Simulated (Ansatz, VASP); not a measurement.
# Two plane-wave programs on Al6H

INCAR

```
PREC = Accurate
ENCUT = 520
EDIFF = 1E-6
ISMEAR = 0
SIGMA = 0.1
LREAL = False
LASPH = True
NELM = 60
ALGO = Fast
ISIF = 2
LWAVE = False
LCHARG = False
LDIPOL = True
IDIPOL = 3
DIPOL = 0.5 0.5 0.296
GGA = PE
NBANDS = 32
```

The input KPOINTS:

```
regular mesh
0
Gamma
  6 6 1
```

POSCAR

```
Al6H
1.0
    5.7143028096      0.0000000000      0.0000000000
   -2.8571514048      4.9487313980      0.0000000000
    0.0000000000      0.0000000000     22.6016424997
Al H
12 2
Direct
    0.3333333333      0.1666666667      0.1769782882
    0.3333333333      0.6666666667      0.1769782882
    0.8333333333      0.1666666667      0.1769782882
    0.8333333333      0.6666666667      0.1769782882
    0.1666666667      0.3333333333      0.2787817902
    0.1666666667      0.8333333333      0.2787817902
    0.6666666667      0.3333333333      0.2787817902
    0.6666666667      0.8333333333      0.2787817902
    0.0000000000      0.0000000000      0.3805759913
    0.0000000000      0.5000000000      0.3805759913
    0.5000000000      0.0000000000      0.3805759913
    0.5000000000      0.5000000000      0.3805759913
    0.2677085297      0.1666666667      0.4004860487
    0.3989581370      0.1666666667      0.4004860487
```

Input for Ansatz:

```yaml
crystal:
  lattice:
    - [5.7143028096, 0.0, 0.0]
    - [-2.8571514048, 4.948731398, 0.0]
    - [0.0, 0.0, 22.6016424997]
  atoms:
    - { symbol: Al, position: [0.3333333333, 0.1666666667, 0.1769782882] }
    - { symbol: Al, position: [0.3333333333, 0.6666666667, 0.1769782882] }
    - { symbol: Al, position: [0.8333333333, 0.1666666667, 0.1769782882] }
    - { symbol: Al, position: [0.8333333333, 0.6666666667, 0.1769782882] }
    - { symbol: Al, position: [0.1666666667, 0.3333333333, 0.2787817902] }
    - { symbol: Al, position: [0.1666666667, 0.8333333333, 0.2787817902] }
    - { symbol: Al, position: [0.6666666667, 0.3333333333, 0.2787817902] }
    - { symbol: Al, position: [0.6666666667, 0.8333333333, 0.2787817902] }
    - { symbol: Al, position: [0.0, 0.0, 0.3805759913] }
    - { symbol: Al, position: [0.0, 0.5, 0.3805759913] }
    - { symbol: Al, position: [0.5, 0.0, 0.3805759913] }
    - { symbol: Al, position: [0.5, 0.5, 0.3805759913] }
    - { symbol: H, position: [0.2677085297, 0.1666666667, 0.4004860487] }
    - { symbol: H, position: [0.398958137, 0.1666666667, 0.4004860487] }
basis:
  ecutwfc: 420
kpoints:
  mp_grid: { grid: [6, 6, 1] }
hamiltonian:
  xc: pbe
scf:
  occupations: { method: gaussian, width: 0.1 }
output:
  forces: true
  eigenvalues: true
efield:
  axis: 3
  dipole_correction: true
  ramp_width: 0.04
```

Alike in both runs: task single point; functional PBE; k mesh 6 × 6 × 1; occupations gaussian, width 0.1 eV; no spin polarisation.

|  | VASP | Ansatz |
| --- | --- | --- |
| version | VASP 6.6.1 | Ansatz 0.2.0 |
| potentials or method | VASP PAW PBE potentials, release 64 (Al, H) | scalar-relativistic, plane waves, PAW |
| plane-wave cutoff (eV) | 520 | 420 |
| valence electrons in the cell | 38 | 38 |

VASP gave:

- gap on the k mesh at the Fermi level (eV): none
- rms of the force components (eV/Å): 1.675
- work function, face that differs most (eV): 3.58

**Question.** Which values does Ansatz return?

**Answer.** gap on the k mesh at the Fermi level (eV): none; rms of the force components (eV/Å): 1.677; work function, face that differs most (eV): 3.63.

Atom by atom the forces differ by 0.002 eV/Å (rms over components). A gap of «none» marks a metal or a gap that the smearing closes.
